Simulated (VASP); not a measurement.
# HfB4 (P6/mmm) in VASP: a series of runs

The runs below take HfB4 through single point, relaxation of cell and atoms, with PBE+D3(BJ).

All numbers are computed with VASP 6.6.1; they aren't measurements. Logs are shortened: lines on timing, memory, paths and dates and some standing lists are left out, and cuts for length are marked.

**1. The cell of the first run**

Symmetry: P6/mmm, No. 191, hexagonal system. Conventional cell: a = 3.088 Å, b = 3.088 Å, c = 5.300 Å, α = 90.00°, β = 90.00°, γ = 120.00°. Hf (site symmetry 6/mmm) is surrounded by 12 B at 2.46 Å. B (site symmetry 3m) has 4 B at 1.78 to 1.92 Å as nearest neighbours.

The cell was built by a generator and needn't be a form met in nature.

**2. Single point, PBE+D3(BJ) (sheets of the MB2-sandwich type stacked, one a cell (P6/mmm, No. 191))**

INCAR

```
SYSTEM = HfB4
PREC = Accurate
ENCUT = 520
EDIFF = 1E-6
ISMEAR = 0
SIGMA = 0.1
LREAL = .FALSE.
LASPH = .TRUE.
NELM = 60
ALGO = Normal
ISIF = 2
LWAVE = .FALSE.
LCHARG = .TRUE.
GGA = PE
IVDW = 12
LELF = .TRUE.
LVHAR = .TRUE.
NBANDS = 19
```

KPOINTS

```
regular mesh
0
G
  15 15 8
  0 0 0
```

POSCAR

```
HfB4
1.0
    3.0881244220      0.0000000000      0.0000000000
   -1.5440622110      2.6743941995      0.0000000000
    0.0000000000      0.0000000000      5.2999938528
Hf B
1 4
Direct
    0.0000000000      0.0000000000      0.0000000000
    0.3333333333      0.6666666667      0.6813026360
    0.6666666667      0.3333333333      0.6813026360
    0.3333333333      0.6666666667      0.3186973640
    0.6666666667      0.3333333333      0.3186973640
```

Potentials or basis: VASP PAW PBE potentials, release 64 (Hf_pv, B).

On the command line:

```sh
$ cat potpaw_PBE.64/Hf_pv/POTCAR potpaw_PBE.64/B/POTCAR > POTCAR
$ mpirun -np 1 vasp_std > vasp.out
```

OUTCAR:

```text
SYSTEM = HfB4
   PREC = Accurate
   ENCUT = 520
   EDIFF = 1E-6
   ISMEAR = 0
   LREAL = .FALSE.
   LASPH = .TRUE.
   NELM = 60
   ISIF = 2
   GGA = PE
   IVDW = 12
 IVDW          = 12

 ion  position               nearest neighbor table
   1  0.000  0.000  0.000-   2 2.46   3 2.46   4 2.46   5 2.46   3 2.46   5 2.46   2 2.46   4 2.46
                             3 2.46   5 2.46   2 2.46   4 2.46
   2  0.333  0.667  0.681-   3 1.78   3 1.78   3 1.78   4 1.92   1 2.46   1 2.46   1 2.46
   3  0.667  0.333  0.681-   2 1.78   2 1.78   2 1.78   5 1.92   1 2.46   1 2.46   1 2.46
   4  0.333  0.667  0.319-   5 1.78   5 1.78   5 1.78   2 1.92   1 2.46   1 2.46   1 2.46
   5  0.667  0.333  0.319-   4 1.78   4 1.78   4 1.78   3 1.92   1 2.46   1 2.46   1 2.46

  LATTYP: Found a hexagonal cell.
 ALAT       =     3.0881244220
 C/A-ratio  =     1.7162501015

  Lattice vectors:

 A1 = (   3.0881244220,   0.0000000000,   0.0000000000)
 A2 = (  -1.5440622110,   2.6743941995,   0.0000000000)
 A3 = (   0.0000000000,   0.0000000000,   5.2999938528)

Analysis of symmetry for initial positions (statically):
=====================================================================
 Subroutine PRICEL returns:
 Original cell was already a primitive cell.

 Routine SETGRP: Setting up the symmetry group for a
 hexagonal supercell.

 Subroutine GETGRP returns: Found 24 space group operations
 (whereof 24 operations were pure point group operations)
 out of a pool of 24 trial point group operations.

The static configuration has the point symmetry D_6h.

Analysis of symmetry for dynamics (positions and initial velocities):
=====================================================================
 Subroutine PRICEL returns:
 Original cell was already a primitive cell.

 Routine SETGRP: Setting up the symmetry group for a
 hexagonal supercell.

 Subroutine GETGRP returns: Found 24 space group operations
 (whereof 24 operations were pure point group operations)
 out of a pool of 24 trial point group operations.

The dynamic configuration has the point symmetry D_6h.

 Subroutine INISYM returns: Found 24 space group operations
 (whereof 24 operations are pure point group operations),
 and found     1 'primitive' translations

----------------------------------------------------------------------------------------

                                     Primitive cell

  volume of cell :      43.7719

  direct lattice vectors                    reciprocal lattice vectors
     3.088124422  0.000000000  0.000000000     0.323821149  0.186958228  0.000000000
[... 97 lines left out ...]
   NFREE  =      0    steps in history (QN), initial steepest desc. (CG)
   ISIF   =      2    stress and relaxation
   ISYM   =      2    0-nonsym 1-usesym 2-fastsym
   POTIM  = 0.5000    time-step for ionic-motion
   TEBEG  =    0.0;   TEEND  =   0.0 temperature during run
   PSTRESS=    0.0 pullay stress
   NELECT =      22.0000    total number of electrons
   NUPDOWN=      -1.0000    fix difference up-down
   EMIN   =  10.00;   EMAX   =-10.00  energy-range for DOS
   EFERMI =   0.00;   METHOD = LEGACY
   ISMEAR =     0;   SIGMA  =   0.10  broadening in eV -4-tet -1-fermi 0-gaus
   EFERMI_NEDOS =   21; number of points for ismear=-14 and -15
   IALGO  =     38    algorithm
   IMIX   =      4    mixing-type and parameters
     AMIX     =   0.40;   BMIX     =  1.00
     AMIX_MAG =   1.60;   BMIX_MAG =  1.00
  volume/ion in A,a.u.               =       8.75        59.08
  Fermi-wavevector in a.u.,A,eV,Ry     =   1.301619  2.459703 23.051152  1.694212
  Thomas-Fermi vector in A             =   2.432741
   LORBIT       =      0    0 simple, 1 ext, 2 COOP (PROOUT), +10 PAW based schemes
   GGA     = PE    functional components
   LHFCALC =     F    Hartree Fock is set to
   AEXX    =    0.0000 exact exchange contribution
   IVDW    =    12    specifies the selected vdW correction
   LEPSILON=     F    determine dielectric tensor
   LRPA    =     F    only Hartree local field effects (RPA)
 non-spin polarized calculation
 Gauss-broadening in eV      SIGMA  =   0.10
  energy-cutoff  :      520.00
  volume of cell :       43.77
 maximum number of plane-waves:      1193
 NGX is ok and might be reduce to    24
   NGX = 11   NGY = 11   NGZ = 19

 number of electron      21.9999999 magnetization

 Free energy of the ion-electron system (eV)
  ---------------------------------------------------
  ext. energy  EPLUGINS =         0.00000000
  ---------------------------------------------------
  free energy    TOTEN  =       -38.66472095 eV

  energy without entropy =      -38.66288319  energy(sigma->0) =      -38.66380207

 E-fermi :   7.0360     XC(G=0): -12.3420

 val. band max:        6.9743164836   @ k =   0.1333   0.0667   0.0000
 cond. band min:       7.0587493510   @ k =   0.2667   0.2000   0.5000
 fundamental gap:      0.0844328674
 Fermi energy:         7.0360168258

 k-point     1 :       0.0000    0.0000    0.0000
  band No.  band energies     occupation
      1     -23.2351      2.00000
      2     -22.6229      2.00000
      3     -22.6229      2.00000
      4      -7.2500      2.00000
      5      -2.1445      2.00000
      6      -1.1297      2.00000
[... 505 lines left out ...]
      6      -0.8740      2.00000
[... 11 lines left out ...]
     18      14.6489      0.00000
     19      16.4426      0.00000

 [... further k-points ...]

------------------------ aborting loop because EDIFF is reached ----------------------------------------

 Edisp (eV)   -1.53441

 E8    (eV) :    -0.6408

  FORCE on cell =-STRESS in cart. coord.  units (eV):
  Direction    XX          YY          ZZ          XY          YZ          ZX
  --------------------------------------------------------------------------------------
  -------------------------------------------------------------------------------------
  Total      -0.04647    -0.04647     0.02872     0.00000     0.00000     0.00000
  in kB      -1.70087    -1.70087     1.05118     0.00000     0.00000     0.00000
  external pressure =       -0.78 kB  Pullay stress =        0.00 kB

 VOLUME and BASIS-vectors are now :
 -----------------------------------------------------------------------------
  energy-cutoff  :      520.00
  volume of cell :       43.77
      direct lattice vectors                 reciprocal lattice vectors
     3.088124422  0.000000000  0.000000000     0.323821149  0.186958228  0.000000000
    -1.544062211  2.674394200  0.000000000     0.000000000  0.373916456  0.000000000
     0.000000000  0.000000000  5.299993853     0.000000000  0.000000000  0.188679464

 POSITION                                       TOTAL-FORCE (eV/Angst)
 -----------------------------------------------------------------------------------
      0.00000      0.00000      0.00000        -0.000000     -0.000000      0.000000
     -0.00000      1.78293      3.61090        -0.000000     -0.000000      0.006584
      1.54406      0.89146      3.61090         0.000000      0.000000      0.006584
     -0.00000      1.78293      1.68909        -0.000000     -0.000000     -0.006584
      1.54406      0.89146      1.68909         0.000000      0.000000     -0.006584
 -----------------------------------------------------------------------------------
    total drift:                                0.000000      0.000000      0.000000

  FREE ENERGIE OF THE ION-ELECTRON SYSTEM (eV)
  ---------------------------------------------------
  free  energy   TOTEN  =       -40.1991282623 eV

  energy  without entropy=      -40.1972905100  energy(sigma->0) =      -40.19820939
```

Run time: 48 s. Hardware: 1 thread of AMD EPYC 9R45 (Zen 5), shared host; peak memory 0.22 GiB.

Results:

* Free energy: -40.1991 eV
* Pressure: -0.1 GPa
* Largest force: 0.007 eV/Å
* Band gap on the k mesh: none (metal or under the smearing width)
* Dispersion energy per atom: -0.307 eV

Forces in eV/Å, atoms in the order of the input:
```
Hf   0.000  0.000  0.000
B    0.000  0.000  0.007
B    0.000  0.000  0.007
B    0.000  0.000 -0.007
B    0.000  0.000 -0.007
```

Caveat: pairwise dispersion overbinds metals, which lowers pressure and volume. The run has no spin-orbit coupling, so splittings on Hf are missing.

**3. Relaxation of cell and atoms, PBE+D3(BJ) (sheets of the MB2-sandwich type stacked, one a cell (P6/mmm, No. 191))**

INCAR

```
SYSTEM = HfB4
PREC = Accurate ; ENCUT = 600
EDIFF = 1E-6 ; ISMEAR = 0
SIGMA = 0.1 ; LREAL = .FALSE.
LASPH = .TRUE. ; NELM = 60
ALGO = Fast ; ISIF = 3
LWAVE = .FALSE. ; LCHARG = .FALSE.
GGA = PE ; IVDW = 12
IBRION = 2 ; NSW = 100
EDIFFG = -0.01
```

KPOINTS is that of step 2.

POSCAR

```
HfB4
1.0
    3.0920754006      0.0000000000      0.0000000000
   -1.5460377003      2.6778158473      0.0000000000
    0.0000000000      0.0000000000      5.2857590289
Hf B
1 4
Direct
    0.0000000000      0.0000000000      0.0000000000
    0.3333333333      0.6666666667      0.6804503771
    0.6666666667      0.3333333333      0.6804503771
    0.3333333333      0.6666666667      0.3195496229
    0.6666666667      0.3333333333      0.3195496229
```

Potentials or basis: VASP PAW PBE potentials, release 64 (Hf_pv, B).

On the command line:

```sh
$ cat potpaw_PBE.64/Hf_pv/POTCAR potpaw_PBE.64/B/POTCAR > POTCAR
$ mpirun -np 1 vasp_std > vasp.out
```

Wall time 2.6 min (1 thread of AMD EPYC 9R45 (Zen 5), shared host); peak memory 0.25 GiB.

It converged, with:

```
Free energy                            : -40.2033 eV
Relaxed volume                         : 8.75 Å³/atom
Relaxed cell                           : a = 3.087 Å, b = 3.087 Å, c = 5.303 Å, α = 90.00°, β = 90.00°, γ = 120.00°
Space group after relaxing (to 0.05 Å) : P6/mmm (No. 191)
Energy gained by relaxing              : 0.4 meV/atom
Ionic steps                            : 5
Pressure after relaxing                : 0.0 GPa
Largest force after relaxing           : 0.008 eV/Å
Band gap on the k mesh                 : none (metal or under the smearing width)
Dispersion energy per atom             : -0.307 eV
```

Forces in eV/Å, atoms in the order of the input:
```
Hf   0.000  0.000  0.000
B    0.000  0.000  0.008
B    0.000  0.000  0.008
B    0.000  0.000 -0.008
B    0.000  0.000 -0.008
```

Stress tensor (GPa, compression positive):
```
 0.00  0.00  0.00
 0.00  0.00  0.00
 0.00  0.00 -0.12
```

The path:
| step | energy change (eV) | largest force (eV/Å) | pressure (GPa) | volume (Å³) |
| --- | --- | --- | --- | --- |
| 1 | 0.0000 | 0.1135 | -0.28 | 43.77 |
| 2 | -0.0016 | 0.0346 | 0.58 | 43.67 |
| 3 | -0.0021 | 0.0141 | 0.27 | 43.70 |
| 4 | -0.0022 | 0.0053 | -0.17 | 43.79 |
| 5 | -0.0022 | 0.0079 | -0.04 | 43.76 |

Final structure:
```xyz
5
Lattice="3.0870 0.0000 0.0000 -1.5435 2.6734 0.0000 0.0000 0.0000 5.3026" Properties=species:S:1:pos:R:3 pbc="T T T"
Hf    0.0000    0.0000    0.0000
B     0.0000    1.7823    3.6124
B     1.5435    0.8911    3.6124
B     0.0000    1.7823    1.6903
B     1.5435    0.8911    1.6903
```

Levels at points of the mesh, in eV from the Fermi level:
| k point | band 7 | band 8 | band 9 | band 10 | band 11 | band 12 | band 13 | band 14 | band 15 |
| --- | --- | --- | --- | --- | --- | --- | --- | --- | --- |
| (0.00, 0.00, 0.00) | -2.50 | -2.50 | 0.02 | 0.76 | 0.76 | 2.29 | 2.29 | 3.01 | 3.01 |
| (0.00, 0.00, 0.50) | -3.16 | -1.50 | -1.50 | -1.32 | -1.32 | 1.73 | 1.73 | 3.88 | 4.68 |

Caveat: pairwise dispersion overbinds metals, which lowers pressure and volume. Spin-orbit coupling is left out, which matters for the levels of Hf.
